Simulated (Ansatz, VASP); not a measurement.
# KBr in VASP and in Ansatz

Contents of INCAR:

```
PREC = Accurate
ENCUT = 520
EDIFF = 1E-8
ISMEAR = -1
SIGMA = 0.01
LREAL = False
LASPH = True
NELM = 100
ALGO = Normal
ISIF = 2
LWAVE = False
LCHARG = False
GGA = CA
LEFG = True
NBANDS = 15
```

File KPOINTS:

```
Automatic mesh
0
Gamma
  6 6 6
```

File POSCAR:

```
KBr
1.0
    4.0702779195      0.0000000000      0.0000000000
    0.0000000000      4.0702779195      0.0000000000
    0.0000000000      0.0000000000      4.0702779195
K Br
1 1
Direct
    0.0000000000      0.0000000000      0.0000000000
    0.5000000000      0.5000000000      0.5000000000
```

Input for Ansatz:

```yaml
crystal:
  lattice:
    - [4.0702779195, 0.0, 0.0]
    - [0.0, 4.0702779195, 0.0]
    - [0.0, 0.0, 4.0702779195]
  atoms:
    - { symbol: K, position: [0.0, 0.0, 0.0] }
    - { symbol: Br, position: [0.5, 0.5, 0.5] }
kpoints:
  mp_grid: { grid: [6, 6, 6] }
scf:
  occupations: { method: fermi_dirac, width: 0.01 }
hamiltonian:
  xc: lda
  pseudopotentials: { kind: paw }
output:
  forces: true
  stress: true
  eigenvalues: true
  efg: { contact_densities: true }
```

Change from the starting cell: volume scaled by 1.02, PAW files.

Alike in both runs: task electric field gradients; functional LDA; k mesh 6 × 6 × 6; occupations fermi-dirac, width 0.01 eV; no spin polarisation.

```csv
,VASP,Ansatz
version,VASP 6.6.1,Ansatz 0.2.0
potentials or method,"VASP PAW LDA potentials, release 64 (K_sv, Br)","PAW with Ansatz's default frozen-core files, scalar-relativistic"
plane-wave cutoff (eV),520,420
valence electrons in the cell,16,16
```

|  | VASP | Ansatz | Ansatz less VASP |
| --- | --- | --- | --- |
| gap on the k mesh at the Fermi level (eV) | 3.43 | 3.42 | -0.009 |
| pressure (GPa) | -2.8 | -2.8 | -0.03 |
| Vzz of the field gradient on the site that differs most (V/Å²) | 0.0 | 0.0 | 0.00 |

A k mesh can miss the band edges.
